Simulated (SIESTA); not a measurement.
W:

```
W
1.0
    -1.58234    1.58234    1.58234
     1.58234   -1.58234    1.58234
     1.58234    1.58234   -1.58234
W
1
Direct
  0.00000 0.00000 0.00000
```

Base run:

```yaml
Program: SIESTA 5.4.2
Functional: PBE
Potentials_or_basis: PseudoDojo 0.4 standard (PBE files)
Basis: DZP (energy shift 0.002 Ry)
Grid_cutoff: 800 Ry
Energy_shift: 0.002 Ry
k_mesh: 12 × 12 × 12
Occupations: fermi-dirac, width 0.05 eV
Spin: no spin polarisation
```

Its results: band gap on the k mesh none (metal or under the smearing width); pressure 10.3 GPa.

After a change of settings the same cell gave: band gap on the k mesh none (metal or under the smearing width); pressure 5.0 GPa. Which change was it?
A. basis from DZP (energy shift 0.002 Ry) to TZDP (energy shift 0.01 Ry); energy shift from 0.002 Ry to 0.01 Ry
B. basis from DZP (energy shift 0.002 Ry) to DZP (energy shift 0.003 Ry; two zetas on semicore shells); energy shift from 0.002 Ry to 0.003 Ry
C. basis from DZP (energy shift 0.002 Ry) to TZDP (energy shift 0.002 Ry)

A.

Caveats: semicore shells carry a single zeta, which can move pressures by several GPa and volumes by a few percent; the basis of atomic orbitals isn't converged, which shifts pressures, moduli and gaps.

Not every run made on this cell is shown here.
